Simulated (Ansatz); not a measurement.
WSe₂

Level of theory: DFT, PBE, scalar-relativistic, collinear spin; plane waves to 420 eV with PAW datasets (Ansatz 0.2.0), Γ-centred 10×10×2 mesh, 0.05 eV Gaussian smearing. The datasets are Ansatz's generated set soft_2.

```
W Se
1.0
     3.32067    0.00000    0.00000
    -1.66034    2.87579    0.00000
     0.00000    0.00000   15.26924
W Se
2 4
Cartesian
  0.0000 1.9172 3.8173
  1.6603 0.9586 11.4519
  0.0000 1.9172 9.7737
  1.6603 0.9586 2.1391
  0.0000 1.9172 13.1302
  1.6603 0.9586 5.4955
```

The chain of runs began from a cell as deposited in COD, expanded in volume. The relaxation kept the space group but changed the cell's proportions, one axis by 11 % at equal volume, so the results may not describe the measured structure. The database's entry of this formula in the relaxed cell's space group, P6_3/mmc, has axes of 3.282 × 3.282 × 12.960 Å and 20.15 Å³/atom (1987), the relaxed one 3.321 × 3.321 × 15.269 Å and 24.30.

Magnetic state: non-magnetic, site spin moments none.

Cell and atoms are those of this level's equilibrium.

The cell has space group P6_3/mmc (read at 0.01 Å). In it the stress is 0.01, 0.01, 0.00, 0.00, 0.00, 0.00 GPa and the largest force component 0.000 eV/Å. Each change below starts from this cell, without further relaxation. Stress is in GPa, positive in compression, in the order xx, yy, zz, yz, xz, xy; energies are counted from the cell above.

Task: What happens when atom 2 (W) is moved by 0.20 Å along z?

Result: The energy changes by 552.1 meV per cell, and the force on it along the shift is -5.468 eV/Å (−F/u = 27.34 eV/Å²). Stress: 1.49, 1.49, 1.06, 0.00, 0.00, 0.00.
```tsv
atom	Fx (eV/Å)	Fy	Fz
W1	0.000	0.000	0.009
W2	0.000	0.000	-5.468
Se3	0.000	0.000	2.117
Se4	0.000	0.000	-0.004
Se5	0.000	0.000	3.348
Se6	0.000	0.000	-0.002
```
In a harmonic crystal the energy would rise by −½F·u = ½ × 27.34 × 0.20² eV = 546.8 meV, which matches.

Task: What happens when atom 1 (W) is moved by 0.20 Å along x?

Result: The energy changes by 351.4 meV per cell, and the force on it along the shift is -3.467 eV/Å (−F/u = 17.33 eV/Å²). Stress: 0.50, 0.60, 1.56, 0.00, 0.00, -1.54.
| atom | Fx (eV/Å) | Fy | Fz |
| --- | --- | --- | --- |
| W1 | -3.467 | 0.200 | 0.000 |
| W2 | 0.001 | 0.000 | 0.000 |
| Se3 | 0.000 | 0.000 | 0.000 |
| Se4 | 1.733 | -0.100 | -0.425 |
| Se5 | 0.000 | 0.000 | 0.000 |
| Se6 | 1.733 | -0.100 | 0.425 |
In a harmonic crystal the energy would rise by −½F·u = ½ × 17.33 × 0.20² eV = 346.7 meV, which matches.

Task: A single strain component, atoms carried along, gave the stress 0.08, 0.04, 0.08, 0.00, -2.04, 0.00. Which component, and about how large?

Result: An engineering strain of 2 % in xz; the energy changes by 18.5 meV per cell.

Task: What stress follows from an engineering strain of 3 % in yy, atoms carried along?

Result: -1.43, -5.10, -2.11, 0.00, 0.00, 0.00 GPa; the energy changes by 72.1 meV per cell.
```
atom  Fx (eV/Å)      Fy      Fz
  W1      0.000   0.158   0.000
  W2      0.000  -0.158   0.000
 Se3      0.000   0.079   0.292
 Se4      0.000  -0.079   0.292
 Se5      0.000   0.079  -0.292
 Se6      0.000  -0.079  -0.292
```
The change of the stress over the strain gives a clamped-atom stiffness of about 170 GPa for this component, a secant value that lies under the elastic constant in tension and over it in compression, by several per cent for each per cent of strain.
In a harmonic crystal the energy would rise by V(½Cε² − σ₀ε), with σ₀ the stress of the unstrained cell, = 69.5 meV, close to the run's value; the rest has the sign of the anharmonic part, which a secant stiffness overstates.

Task: All atoms and the cell are disturbed at random:
```xyz
6
Lattice="3.3240 -0.0266 -0.0276 -1.6850 2.9029 0.0525 -0.1271 0.2054 14.9959" Properties=species:S:1:pos:R:3 pbc="T T T"
W    -0.0792    2.0345    3.9348
W     1.5382    0.8474   11.2729
Se   -0.0380    2.1931    9.3747
Se    1.6264    0.8131    2.1886
Se   -0.0297    2.1234   12.8261
Se    1.5179    1.2337    5.4652
```
Give the energy change, the stress and the forces.

Result: 2187.8 meV per cell; stress 1.50, 5.65, 7.68, -11.79, 2.44, -0.64 GPa.
```tsv
atom	Fx (eV/Å)	Fy	Fz
W1	-0.930	-0.508	-2.149
W2	1.008	5.735	-5.586
Se3	-0.462	-1.434	1.761
Se4	-0.214	2.348	-0.391
Se5	-0.547	-4.298	3.832
Se6	1.145	-1.842	2.534
```

Task: All atoms and the cell are disturbed at random:
```
CELL_PARAMETERS angstrom
3.31246 -0.00878 -0.00925
-1.66384 2.86228 -0.01060
-0.04255 -0.08083 15.22357
ATOMIC_POSITIONS crystal
W 0.41702 0.73989 0.24757
W 0.67055 0.33995 0.76464
Se 0.28292 0.69180 0.63565
Se 0.65832 0.29400 0.14030
Se 0.24461 0.66177 0.84893
Se 0.72659 0.27258 0.36289
```
Give the energy change, the stress and the forces.

Result: 4216.6 meV per cell; stress 9.44, 13.34, 15.43, 5.12, 6.92, 6.73 GPa.
```
atom  Fx (eV/Å)      Fy       Fz
  W1     -0.071  -6.069    1.166
  W2     -7.728  -2.255  -11.676
 Se3      0.729  -0.430    1.795
 Se4      0.415   3.028   -2.029
 Se5      7.001   2.686    9.888
 Se6     -0.347   3.040    0.856
```

These numbers lack spin–orbit coupling. The structure is built of weakly bound layers, and this functional has no dispersion term, so their spacing and all that hangs on it (volume, the soft elastic constants, low modes, dielectric constants) are poorly given.

The restoring forces come almost entirely from within one Se–W–Se layer. When a W atom is displaced, its own Se neighbours take up the reaction, while the other layer feels at most 0.009 eV/Å. The W site is stiffer along z (27.34 eV/Å²) than along x (17.33 eV/Å²), although the crystal is weakly bound in that direction. This follows from the trigonal prism: each covalent W–Se bond is inclined so that, averaged over the six, its projection on z exceeds that on an in-plane axis. The unequal Se forces for the z shift, 3.348 against 2.117 eV/Å, show the usual bond anharmonicity, the shortened bonds pushing back harder than the lengthened ones pull.

The xz shear stress of -2.04 GPa likewise reflects distorted prisms, because carrying the atoms along shears the layers themselves. With the atoms free to relax, the layers would mostly slide as rigid units, at far lower stress. Under yy tension the Se forces point towards the W plane, so relaxation would thin the layers and soften the in-plane response. The clamped values therefore don't measure the resistance to interlayer slip.
